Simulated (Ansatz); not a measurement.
# Ni (P6_3/mmc) in Ansatz: equation of state, part 2 of 2

Ansatz 0.2.0. The steps go on from the part before.

## Step 8: Single point, PBE, collinear spin, ferromagnetic start, 11.20 Å³/atom (volume scaled by 1.06)

input.yaml reads:

```yaml
crystal:
  lattice:
    - [2.4960355362, 0.0, 0.0]
    - [-1.2480177681, 2.1616301831, 0.0]
    - [0.0, 0.0, 4.1526868216]
  atoms:
    - { symbol: Ni, position: [0.6666666667, 0.3333333333, 0.75], spin: 1.0 }
    - { symbol: Ni, position: [0.3333333333, 0.6666666667, 0.25], spin: 1.0 }
hamiltonian:
  xc: pbe
  pseudopotentials: { kind: paw }
magnetization:
  spin_polarized: true
kpoints:
  mp_grid: { grid: [12, 12, 7] }
scf:
  occupations: { method: fermi_dirac, width: 0.05 }
output:
  forces: true
  stress: true
  eigenvalues: true
  write_density: true
  write_potential: true
  elf: true
  volumetric_format: npy
```

Potentials or basis: Ansatz PAW.

Launch:

```
$ ansatz run input.yaml --threads 2 --pin off --max-ram 5120MiB --backend cpu --events-out ev --progress --plain --runs-dir out
```

What it wrote:

```text
Warning: RAYON_NUM_THREADS=2 ignored (pool sized by the plan → 2); use --threads N
Engine: ansatz 0.2.0, aarch64-unknown-linux-gnu
Pseudopotentials: kind: paw
Pseudopotential: Ni, paw, valence charge 18, recommended cutoff 420 eV (normal), Ni.paw.azcp
Functional definition: PBE
  parameter kappa = 0.804
  parameter beta = 0.06672455060314922
  exchange = pbe_x(kappa = kappa, mu = beta*pi^2/3)
  correlation = pbe_c(beta = beta)
Crystal: 2 atoms, lattice volume = 22.406 Å³
Basis set: ecut = 420 eV, 415 PW (Γ), exchange–correlation on 36×36×60 points (8 copies of the dense FFT grid, shifted against one another)
Bands: 23, of which v1, the nominal top of the filled ones, is band 18 counted from 1 (17 counted from 0)
Symmetry: 24 space group operations
Space group: P63/mmc (ITA 194), of the structure as read, at distance tolerance 2.8e-5 Å
Magnetic group: BNS 194.263 (UNI 1493), of the structure as read, at distance tolerance 2.8e-5 Å
k-points: 76 of 1008
Non-local potential: Ni, projectors of the file, l = 0: 3, l = 1: 2, l = 2: 3, l = 3: 1
PAW form: soft (Blöchl's): semilocal exchange-correlation on the pseudo side does not see the compensation charge
PAW one-centre angular grid: Ni, 590 points (default); XC on 64 Gauss nodes
Initial density: superposition of atomic densities (chi_scale 0.1, normalization cell)
Starting moments: Σ|m| = 2 μB on 2 of 2 sites
Initial wavefunctions: pseudopotential atomic-orbital guess
Functional: x = pbe(κ = 0.804, μ = 0.2195149727645171), c = pbe(β = 0.06672455060314922)
iter 1 solved again at ethr=2.39e-3 eV; its pass at ethr=3.10e-3 eV (dr2=8.60e-1 eV) is discarded
SCF iter   1: F=—  HF=-11677.876637 eV  |F-HF|=—  |Δ(HF+E_count)|=         —  Δρ=4.36e-2 (↑3.49e-2 ↓4.36e-2)  dr2=8.60e-1  dr2_m=1.32e-2  M=1.708 μB ∫|m|=1.821 μB  β_m=0.30  ethr=2.39e-3  ⟨swp⟩=1.0  Hψ=17734  notcnv=0
Mixer restart at iter 1: flushing history
preconditioner: auto → none  [metal: Δε(μ)=0.004 eV  Ē_g=9.204 eV  σ=0.050 eV  W_gap=0.02  n_scr=8 (ndim 8)  ℏωp=35.1 eV  f_vac=0.000  D(μ)=3.81/eV (n_scr^D=66)  sad-step TF]
SCF iter   2: F=—  HF=-11677.818434 eV  |F-HF|=—  |Δ(HF+E_count)|=   5.82e-2  Δρ=1.28e-2 (↑1.22e-2 ↓1.28e-2)  dr2=2.75e-2  dr2_m=8.15e-3  M=1.637 μB ∫|m|=1.766 μB  β_m=0.28  ethr=2.39e-3  ⟨swp⟩=2.0  Hψ=5374  notcnv=0
SCF iter   3: F=—  HF=-11678.284606 eV  |F-HF|=—  |Δ(HF+E_count)|=   4.66e-1  Δρ=1.55e-2 (↑1.16e-2 ↓1.55e-2)  dr2=5.07e-2  dr2_m=7.31e-3  M=1.603 μB ∫|m|=1.744 μB  β_m=0.28  ethr=7.65e-5  ⟨swp⟩=2.2  Hψ=6690  notcnv=0  defer=5
SCF iter   4: F=—  HF=-11678.966274 eV  |F-HF|=—  |Δ(HF+E_count)|=   6.82e-1  Δρ=1.45e-2 (↑5.47e-3 ↓1.45e-2)  dr2=4.12e-2  dr2_m=9.09e-3  M=1.534 μB ∫|m|=1.691 μB  β_m=0.19  ethr=7.65e-5  ⟨swp⟩=2.6  Hψ=6966  notcnv=0  defer=5
SCF iter   5: F=—  HF=-11679.036745 eV  |F-HF|=—  |Δ(HF+E_count)|=   7.05e-2  Δρ=3.99e-3 (↑3.34e-3 ↓3.99e-3)  dr2=1.05e-3  dr2_m=1.93e-3  M=1.538 μB ∫|m|=1.692 μB  β_m=0.43  ethr=7.65e-5  ⟨swp⟩=2.1  Hψ=5561  notcnv=0  defer=26
SCF iter   6: F=—  HF=-11679.375189 eV  |F-HF|=—  |Δ(HF+E_count)|=   3.38e-1  Δρ=7.66e-3 (↑3.88e-3 ↓7.66e-3)  dr2=2.67e-3  dr2_m=6.65e-3  M=1.386 μB ∫|m|=1.564 μB  β_m=0.43  ethr=2.93e-6  ⟨swp⟩=3.0  Hψ=8133  notcnv=0  defer=28
SCF iter   7: F=—  HF=-11679.383114 eV  |F-HF|=—  |Δ(HF+E_count)|=   7.92e-3  Δρ=6.26e-3 (↑3.85e-3 ↓6.26e-3)  dr2=1.13e-3  dr2_m=5.17e-3  M=1.376 μB ∫|m|=1.556 μB  β_m=0.72  ethr=2.93e-6  ⟨swp⟩=2.1  Hψ=5280  notcnv=0  defer=28
SCF iter   8: F=—  HF=-11679.392929 eV  |F-HF|=—  |Δ(HF+E_count)|=   9.82e-3  Δρ=1.53e-3 (↑1.36e-3 ↓1.53e-3)  dr2=5.51e-6  dr2_m=4.27e-4  M=1.346 μB ∫|m|=1.532 μB  β_m=0.85  ethr=2.93e-6  ⟨swp⟩=2.0  Hψ=6566  notcnv=0  defer=32
SCF iter   9: F=—  HF=-11679.392916 eV  |F-HF|=—  |Δ(HF+E_count)|=   1.36e-5  Δρ=1.02e-3 (↑8.32e-4 ↓1.02e-3)  dr2=5.75e-6  dr2_m=1.77e-4  M=1.345 μB ∫|m|=1.531 μB  β_m=0.92  ethr=1.53e-8  ⟨swp⟩=2.0  Hψ=5809  notcnv=0  defer=32
SCF iter  10: F=—  HF=-11679.392895 eV  |F-HF|=—  |Δ(HF+E_count)|=   2.04e-5  Δρ=4.80e-4 (↑1.18e-4 ↓4.80e-4)  dr2=4.23e-5  dr2_m=8.90e-6  M=1.343 μB ∫|m|=1.528 μB  β_m=0.84  ethr=1.53e-8  ⟨swp⟩=2.1  Hψ=6249  notcnv=0  defer=32
SCF iter  11: F=—  HF=-11679.392906 eV  |F-HF|=—  |Δ(HF+E_count)|=   1.12e-5  Δρ=1.13e-4 (↑2.46e-5 ↓1.13e-4)  dr2=1.67e-6  dr2_m=7.73e-7  M=1.343 μB ∫|m|=1.529 μB  β_m=0.88  ethr=1.53e-8  ⟨swp⟩=2.1  Hψ=5947  notcnv=0  defer=32
SCF iter  12: F=—  HF=-11679.392907 eV  |F-HF|=—  |Δ(HF+E_count)|=   7.49e-7  Δρ=9.23e-6 (↑4.71e-6 ↓9.23e-6)  dr2=2.22e-8  dr2_m=1.25e-9  M=1.344 μB ∫|m|=1.529 μB  β_m=0.75  ethr=4.64e-9  ⟨swp⟩=2.0  Hψ=4942  notcnv=0  defer=32
SCF iter  13: F=-11679.392907 eV  HF=-11679.392907 eV  |F-HF|=7.37e-9  |Δ(HF+E_count)|=   2.88e-9  Δρ=7.95e-6 (↑1.68e-6 ↓7.95e-6)  dr2=1.11e-8  dr2_m=2.45e-9  M=1.344 μB ∫|m|=1.529 μB  ethr=6.16e-11  ⟨swp⟩=6.0  Hψ=20189  notcnv=0
SCF 1 converged in 13 iterations: F = -11679.392907 eV  dr2 = 1.11e-8
the search or the solves at the SCF's close seem to have found levels that the self-consistency loop had missed (the run counts 2). By its estimate they hold under 1e-12 electrons; where the run keeps them, the occupations were computed again with them
SCF converged after 13 iterations
Magnetization: 1.3436 μB (18.6718 up, 17.3282 down)
Absolute magnetization: 1.5304 μB (∫|ρ↑−ρ↓|, with the PAW one-centre terms)
Spin contamination: 0.0156 ħ² per cell (⟨S²⟩ above its minimum at these occupations)
Per-site moments (μB) at R_I (Å): [(0.7120825180989765, 1.0296146586829973), (0.7120825180989762, 1.0296146586829973)]
Free energy (F): -11679.392907 eV
Harris-Foulkes:  -11679.392907 eV  (|F-HF|=7.37e-9)
Internal energy: -11679.356981 eV  (E = F + TS)
E sigma→0 (E₀):  -11679.374944 eV
Entropy (-TS):   -0.035926 eV (-17.963 meV/atom)
Fermi energy:    17.551146 eV
--- Per-component energies (eV) ---
  E_band       = -589.682600
  E_kinetic    = 563.102815
  E_local      = -6971.850846  (includes V_loc(G=0)·N_el)
  E_nonlocal   = 1271.918611
  E_hartree    = 2908.175504
  E_xc         = -168.994961
  E_vxc        = -217.876907  (∫ρ·V_xc dr)
  E_paw        = -3259.939274  (= ΣΔE_a)
  E_vpaw       = -1051.316826  (= ΣTr[D̂ρ^β])
  E_aug_tail   = 0.001027  (compensation charges beyond the density's cutoff)
  E_ewald      = -6021.769856
  E_smearing   = -0.035926  (= −TS)
  E_closure    = -0.000000  (closes the sum)
  Σ components = -11679.392907   (vs F -11679.392907, Δ=0.00e0)
--- Forces (eV/Å), atoms counted from 1 ---
  atom   1  Ni     0.00000000    -0.00000000    -0.00000000
  atom   2  Ni     0.00000000     0.00000000     0.00000000
  max |Σ_I F_I| component: 4.63e-18 eV/Å
--- Stress (GPa, compression-positive) ---
       -3.366134      -0.000000      -0.000000
       -0.000000      -3.366134      -0.000000
       -0.000000      -0.000000      -6.605054
  P = ⅓ Tr σ = -4.4458 GPa (-44.458 kbar)
--- Band table (eV; the first three rows and the last of 152) ---
  k-point 0 ↑: bands = ["-86.1113", "-86.0845", "-46.5405", "-46.4191", "-46.4191", "-46.3937", "-46.3937", "-46.3552", "8.6004", "12.7488", "15.0626", "15.2152", "15.2152", "15.4568", "15.4568", "15.9361", "15.9361", "16.7970", "16.7970", "17.0046", "22.6519", "39.9048", "41.6915"]
  k-point 1 ↑: bands = ["-86.1100", "-86.0858", "-46.5314", "-46.4178", "-46.4178", "-46.3949", "-46.3949", "-46.3644", "8.7905", "12.6444", "15.0217", "15.1882", "15.1882", "15.4195", "15.4195", "16.0191", "16.0191", "16.3124", "16.7816", "16.7816", "23.8039", "39.6436", "40.1670"]
  k-point 2 ↑: bands = ["-86.1063", "-86.0895", "-46.5058", "-46.4143", "-46.4143", "-46.3985", "-46.3985", "-46.3904", "9.3472", "12.1932", "14.9179", "15.1535", "15.1535", "15.2996", "15.3287", "15.3287", "16.2101", "16.2101", "16.7234", "16.7234", "26.3210", "36.3465", "40.0848"]
  k-point 75 ↓: bands = ["-85.1841", "-85.1841", "-45.6726", "-45.6726", "-45.6505", "-45.6385", "-45.5477", "-45.5477", "14.6575", "14.6863", "14.6863", "14.7339", "15.3904", "15.3904", "16.4634", "16.6612", "17.6236", "17.6236", "23.0845", "23.0845", "24.0621", "25.2899", "26.6007"]
```

rho_z.tsv:

```text
# z_ang	rho[e/angstrom^3]	rho_spin[e/angstrom^3]
# format = ansatz-planar-average/11
# lattice	2.496035536	0.000000000	0.000000000
# lattice	-1.248017768	2.161630183	0.000000000
# lattice	0.000000000	0.000000000	4.152686822
# sites	2
# site	28	1.248017768	0.720543394	3.114515116
# site	28	0.000000000	1.441086789	1.038171705
0.000000	2.709517e-1	-6.181797e-3
0.138423	2.895599e-1	-4.835554e-3
0.276846	3.683815e-1	3.624047e-4
0.415269	5.779943e-1	1.129570e-2
0.553692	1.054587e0	3.256531e-2
0.692114	1.973040e0	7.326598e-2
[... 22 lines left out ...]
3.875841	3.683815e-1	3.624047e-4
4.014264	2.895599e-1	-4.835554e-3
```

It took 3.8 s on 2 threads of Arm Neoverse V2, shared host; peak memory 0.35 GiB.

Results:

- Free energy: -11679.3929 eV
- Pressure: -4.4 GPa
- Band gap on the k mesh: none (metal or under the smearing width)
- Net moment: 1.34 μB per cell
- Absolute moment: 1.53 μB per cell
- Site moments: Ni +0.71 μB

## Step 9: Equation of state, PBE, collinear spin, ferromagnetic start

Potentials or basis: Ansatz PAW.

No new run: the results of the series are fitted here.

Results:

- Equilibrium volume: 10.94 Å³/atom
- Bulk modulus at fixed shape and positions: 196 GPa
- Pressure derivative of the bulk modulus: 4.8

Energy against volume, from the lowest point:
```
volume (Å³/atom)  energy (meV/atom)
           9.935              67.53
          10.146              40.31
          10.357              20.72
          10.569               7.94
          10.780               1.25
          10.992               0.00
          11.203               3.62
```

Caveat: the cell was scaled at fixed shape and fractional positions, which overstates the stiffness of a crystal with free parameters, most of all of layers and chains.
